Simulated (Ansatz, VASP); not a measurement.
One calculation of SrTiO3, two programs

The input INCAR:

```
SYSTEM = SrTiO3
PREC = Accurate
ENCUT = 520
EDIFF = 1E-7
ISMEAR = -1
SIGMA = 0.05
LREAL = .FALSE.
LASPH = .TRUE.
NELM = 80
ALGO = Normal
ISIF = 2
LWAVE = .FALSE.
LCHARG = .TRUE.
GGA = PE
LELF = .TRUE.
LVHAR = .TRUE.
NBANDS = 28
```

Contents of KPOINTS:

```
Automatic mesh
0
G
  7 7 7
  0 0 0
```

File POSCAR:

```
SrTiO3
1.0
    3.8269000000      0.0000000000      0.0000000000
    0.0000000000      3.8269000000      0.0000000000
    0.0000000000      0.0000000000      3.9050000000
Sr Ti O
1 1 3
Direct
    0.0000000000      0.0000000000      0.0000000000
    0.5000000000      0.5000000000      0.5000000000
    0.0000000000      0.5000000000      0.5000000000
    0.5000000000      0.0000000000      0.5000000000
    0.5000000000      0.5000000000      0.0000000000
```

Input for Ansatz:

```yaml
crystal:
  lattice:
    - [3.8269, 0.0, 0.0]
    - [0.0, 3.8269, 0.0]
    - [0.0, 0.0, 3.905]
  atoms:
    - { symbol: Sr, position: [0.0, 0.0, 0.0] }
    - { symbol: Ti, position: [0.5, 0.5, 0.5] }
    - { symbol: O, position: [0.0, 0.5, 0.5] }
    - { symbol: O, position: [0.5, 0.0, 0.5] }
    - { symbol: O, position: [0.5, 0.5, 0.0] }
kpoints:
  mp_grid: { grid: [7, 7, 7] }
  band_path:
    path:
      - [0.0, 0.0, 0.0]
      - [0.0, 0.5, 0.0]
      - [0.5, 0.5, 0.0]
      - [0.0, 0.0, 0.0]
      - [0.0, 0.0, 0.5]
      - [0.0, 0.5, 0.5]
      - [0.5, 0.5, 0.5]
      - [0.0, 0.0, 0.5]
      - [0.0, 0.5, 0.0]
    npoints: 5
scf:
  occupations: { method: fermi_dirac, width: 0.05 }
hamiltonian:
  xc: pbe
  pseudopotentials: { kind: all_electron, lapw: { basis_error: 0.001 } }
output:
  forces: true
  stress: true
  eigenvalues: true
```

Change from the starting cell: equal xx and yy strain of -2 %.

Alike in both runs: task single point; functional PBE; k mesh 7 × 7 × 7; occupations fermi-dirac, width 0.05 eV; no spin polarisation.

```csv
,VASP,Ansatz
version,VASP 6.6.1,Ansatz 0.2.0
potentials or method,"VASP PAW PBE potentials, release 64 (Sr_sv, Ti_sv, O)","all-electron LAPW, scalar-relativistic"
plane-wave cutoff (eV),520,see its input
```

```tsv
	VASP	Ansatz	Ansatz less VASP
gap on the k mesh at the Fermi level (eV)	1.98	2.01	+0.028
pressure (GPa)	13.5	12.7	-0.77
largest component of the traceless stress (GPa)	3.82	3.75	-0.069
```

Ansatz ran all-electron here, so the differences hold the error of VASP's frozen core and of both bases.

Caveats: an odd mesh through Γ misses points on the zone boundary, where band edges often lie.
